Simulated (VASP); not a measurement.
# GaN: band structure with LDA

GaN:

```xyz
4
Lattice="3.1378 0.0000 0.0000 0.0000 4.4375 0.0000 0.0000 0.0000 3.1676" Properties=species:S:1:pos:R:3 pbc="T T T"
Ga    0.0000    0.0038    0.0000
Ga    1.5689    2.2225    1.5838
N     0.0000    1.1056    1.5838
N     1.5689    3.3244    3.1676
```

The cell was built by a generator and isn't the measured one.

```yaml
Program: VASP 6.6.1
Task: band structure
Functional: LDA
Potentials_or_basis: VASP PAW LDA potentials, release 64 (Ga_d, N)
Cutoff: 520 eV
k_mesh: 8 × 6 × 7
Occupations: gaussian, width 0.02 eV
Spin: no spin polarisation
Further_INCAR_settings: ALGO = Normal; EDIFF = 1e-06
```

```json
{"Band gap on the k mesh": "1.96 eV", "Band gap along the path": "1.96 eV"}
```

Levels at the corners of the path, in eV from the valence-band top:
| point | band 14 | band 15 | band 16 | band 17 | band 18 | band 19 | band 20 | band 21 | band 22 |
| --- | --- | --- | --- | --- | --- | --- | --- | --- | --- |
| Γ | -2.99 | -2.85 | -0.07 | -0.01 | 0.00 | 1.96 | 3.21 | 6.63 | 10.23 |
| X | -5.48 | -3.44 | -3.44 | -1.18 | -1.18 | 6.60 | 6.60 | 7.39 | 7.39 |
| X | -5.48 | -3.44 | -3.44 | -1.18 | -1.18 | 6.60 | 6.60 | 7.39 | 7.39 |
| S | -6.40 | -2.88 | -2.88 | -2.88 | -2.88 | 3.25 | 3.25 | 6.70 | 6.70 |
| S | -6.40 | -2.88 | -2.88 | -2.88 | -2.88 | 3.25 | 3.25 | 6.70 | 6.70 |
| Y | -5.51 | -3.47 | -3.47 | -1.10 | -1.10 | 6.67 | 6.67 | 7.49 | 7.49 |
| Y | -5.51 | -3.47 | -3.47 | -1.10 | -1.10 | 6.67 | 6.67 | 7.49 | 7.49 |
| Γ | -2.99 | -2.85 | -0.07 | -0.01 | 0.00 | 1.96 | 3.21 | 6.63 | 10.22 |
| Γ | -2.99 | -2.85 | -0.07 | -0.01 | 0.00 | 1.96 | 3.21 | 6.63 | 10.22 |
| Z | -3.44 | -1.68 | -1.68 | -1.56 | -1.56 | 4.63 | 4.63 | 7.42 | 7.42 |
| Z | -3.44 | -1.68 | -1.68 | -1.56 | -1.56 | 4.63 | 4.63 | 7.42 | 7.42 |
| U | -7.37 | -1.12 | -1.12 | -1.04 | -1.04 | 4.73 | 4.73 | 8.77 | 8.77 |
| U | -7.37 | -1.12 | -1.12 | -1.04 | -1.04 | 4.73 | 4.73 | 8.77 | 8.77 |
| R | -5.95 | -3.94 | -3.94 | -3.91 | -3.91 | 6.19 | 6.19 | 8.59 | 8.59 |
| R | -5.95 | -3.94 | -3.94 | -3.91 | -3.91 | 6.19 | 6.19 | 8.59 | 8.59 |
| T | -7.42 | -1.03 | -1.03 | -1.03 | -1.03 | 4.82 | 4.82 | 8.74 | 8.74 |
| T | -7.42 | -1.03 | -1.03 | -1.03 | -1.03 | 4.82 | 4.82 | 8.74 | 8.74 |
| Z | -3.44 | -1.68 | -1.68 | -1.56 | -1.56 | 4.63 | 4.63 | 7.42 | 7.42 |
| Y | -5.51 | -3.47 | -3.47 | -1.10 | -1.10 | 6.67 | 6.67 | 7.49 | 7.49 |
| T | -7.42 | -1.03 | -1.03 | -1.03 | -1.03 | 4.82 | 4.82 | 8.74 | 8.74 |
| U | -7.37 | -1.12 | -1.12 | -1.04 | -1.04 | 4.73 | 4.73 | 8.77 | 8.77 |
| X | -5.48 | -3.44 | -3.44 | -1.18 | -1.18 | 6.60 | 6.60 | 7.39 | 7.39 |
| S | -6.40 | -2.88 | -2.88 | -2.88 | -2.88 | 3.25 | 3.25 | 6.70 | 6.70 |
| R | -5.95 | -3.94 | -3.94 | -3.91 | -3.91 | 6.19 | 6.19 | 8.59 | 8.59 |

It took 110 s on 1 thread of Intel(R) Xeon(R) Platinum 8488C (Sapphire Rapids) (shared host), peak memory 0.29 GiB.

Caveat: the log is that of the step along the path at fixed density, whose energy, stress, charges and moments have no meaning. A hybrid or GW would open this gap; LDA tends to underestimate it.
